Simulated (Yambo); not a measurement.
Input of a Yambo 5.3.0 run:

The input bse2.in:

```
optics
bse
bss
rim_cut
em1s
RandQpts= 1000000
RandGvec= 50 RL
Chimod= "HARTREE"
% BndsRnXs
 1 | 34 |
%
NGsBlkXs= 3 Ry
% LongDrXs
 1 | 1 | 1 |
%
BSKmod= "SEX"
BSEmod= "retarded"
BSSmod= "d"
% BSEQptR
 1 | 1 |
%
% BSEBands
 7 | 12 |
%
BSENGexx= 20 Ry
BSENGBlk= 3 Ry
% BEnRange
 0 | 15 | eV
%
% BDmRange
 0.05 | 0.05 | eV
%
BEnSteps= 200
% BLongDir
 1 | 1 | 1 |
%
BSEprop= "abs"
WRbsWF
% KfnQP_E
 0.64 | 1.0 | 1.0 |
%
```

Contents of scf.in:

```
&CONTROL
  calculation = 'scf'
  prefix = 'pwscf'
  outdir = './tmp'
  pseudo_dir = './pseudo'
/
&SYSTEM
  ibrav = 0
  nat = 2
  ntyp = 2
  ecutwfc = 80
  nbnd = 15
  occupations = 'smearing'
  smearing = 'fd'
  degauss = 0.00367493
  force_symmorphic = .true.
/
&ELECTRONS
  conv_thr = 4d-10
  electron_maxstep = 120
  mixing_beta = 0.5
/
ATOMIC_SPECIES
Ga    69.7230 Ga.upf
P     30.9738 P.upf
CELL_PARAMETERS angstrom
   0.0000000000    2.7252500000    2.7252500000
   2.7252500000    0.0000000000    2.7252500000
   2.7252500000    2.7252500000    0.0000000000
ATOMIC_POSITIONS crystal
Ga     0.0000000000    0.0000000000    0.0000000000
P      0.7500000000    0.7500000000    0.7500000000
K_POINTS automatic
8 8 8 0 0 0
```

nscf.in

```
&CONTROL
  calculation = 'nscf'
  prefix = 'pwscf'
  outdir = './tmp'
  pseudo_dir = './pseudo'
/
&SYSTEM
  ibrav = 0
  nat = 2
  ntyp = 2
  ecutwfc = 80
  nbnd = 59
  occupations = 'fixed'
  force_symmorphic = .true.
/
&ELECTRONS
  conv_thr = 1d-08
  diago_full_acc = .true.
  diago_thr_init = 1d-06
/
ATOMIC_SPECIES
Ga    69.7230 Ga.upf
P     30.9738 P.upf
CELL_PARAMETERS angstrom
   0.0000000000    2.7252500000    2.7252500000
   2.7252500000    0.0000000000    2.7252500000
   2.7252500000    2.7252500000    0.0000000000
ATOMIC_POSITIONS crystal
Ga     0.0000000000    0.0000000000    0.0000000000
P      0.7500000000    0.7500000000    0.7500000000
K_POINTS automatic
6 6 6 0 0 0
```

Potentials or basis: PseudoDojo 0.4.1 SR PBE standard.

Launch:

```console
$ OMP_NUM_THREADS=1 pw.x -in scf.in > scf.out
$ OMP_NUM_THREADS=1 pw.x -in nscf.in > nscf.out
$ cd tmp/pwscf.save; p2y; mv SAVE ../..; cd ../..
$ OMP_NUM_THREADS=1 yambo
$ mkdir -p bse2; ln -s $PWD/bse1/ndb.em1s* bse2/
$ mkdir -p bse2; ln -s $PWD/g0w00/ndb.RIM bse2/
$ OMP_NUM_THREADS=1 yambo -F bse2.in -J bse2 -C bse2_out
$ OMP_NUM_THREADS=1 ypp -J bse2 -C bse2_out -e s -b 1
```

**Question.** Predict the exciton binding energy.

**Answer.** 0.14 eV.

**Question.** Predict the lowest exciton energy.

**Answer.** 2.32 eV.

**Question.** What does it give for the lowest bright exciton energy?

**Answer.** 2.32 eV.

**Question.** Estimate the band gap on the k mesh, mean-field level.

**Answer.** 1.66 eV, indirect (least direct gap 1.82 eV).

Excitons:
| energy (eV) | strength (relative to the strongest) |
| --- | --- |
| 2.318 | 0.13 |
| 2.319 | 0.013 |
| 2.319 | 0.13 |
| 3.198 | 1 |
| 3.198 | 0.55 |
| 3.198 | 0.11 |
| 3.232 | 4.7e-08 |
| 3.233 | 2.3e-06 |
| 3.233 | 5.1e-06 |
| 3.247 | 6.9e-07 |
| 3.247 | 1.1e-06 |
| 3.277 | 1.2e-06 |

Caveat: the scissor is the correction of the direct gap in an earlier G0W0 run on the same states; exciton energies and binding change strongly with the k mesh and aren't converged on this one; spectra need much finer meshes, so this one isn't converged.

**Measured values to compare with.**

From “Stacking defects in GaP nanowires: Electronic structure and optical properties”, 2018, arxiv:1810.01194, for a bulk crystal of GaP at 10 K: band gap 2.34 eV (indirect).

Against the measured gap of GaP, 2.34 eV (indirect; 10 K; quoted in “Stacking defects in GaP nanowires: Electronic structure and optical properties”, 2018, arxiv:1810.01194), the calculated 1.66 eV is off by -0.68 eV. Spin-orbit coupling on Ga is left out. The value is that of PBE on a finite k mesh, which can miss the band edges, without temperature or zero-point motion. Semilocal functionals fall short of measured gaps as a rule.
